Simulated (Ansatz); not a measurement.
**Boltzmann transport of CdTe at constant τ**

All numbers below come from DFT PBE, scalar-relativistic, plane waves, PAW in Ansatz. Cutoff 420 eV, 10×10×10 k-points (Γ-centred), Gaussian smearing of 0.02 eV. No spin polarisation.

Equilibrium structure at this level:
```
Cd Te
1.0
     0.00000    3.30926    3.30926
     3.30926    0.00000    3.30926
     3.30926    3.30926    0.00000
Cd Te
1 1
Direct
  0.00000 0.00000 0.00000
  0.75000 0.75000 0.75000
```

Spin–orbit coupling is left out, which matters for heavy elements.

Constant relaxation time and rigid bands. The levels are interpolated over the whole zone and filled by a Fermi function at the stated temperature, with the chemical potential set by the electron count. The Kohn–Sham gap on the mesh is 0.59 eV and isn't corrected.

Give the Seebeck coefficient (μV/K; xx, yy, zz) and the conductivity masses (m_e; principal values, sorted) at 900 K against doping (cm⁻³).

Results:

| doping | S | m* |
| --- | --- | --- |
| n 1e18 | -244 -244 -244 | both carriers |
| n 1e19 | -136 -136 -136 | 0.11 0.11 0.11 |
| n 1e20 | -55 -55 -55 | 0.21 0.21 0.21 |
| n 1e21 | -85 -85 -85 | 0.41 0.41 0.41 |
| p 1e18 | -9 -9 -9 | both carriers |
| p 1e19 | 481 481 481 | 0.66 0.66 0.66 |
| p 1e20 | 319 319 319 | 0.69 0.69 0.69 |
| p 1e21 | 143 143 143 | 0.72 0.72 0.72 |

Cost: 1 run of about 2.5 core-minutes, on Intel Xeon Platinum 8488C (Sapphire Rapids) (shared hosts).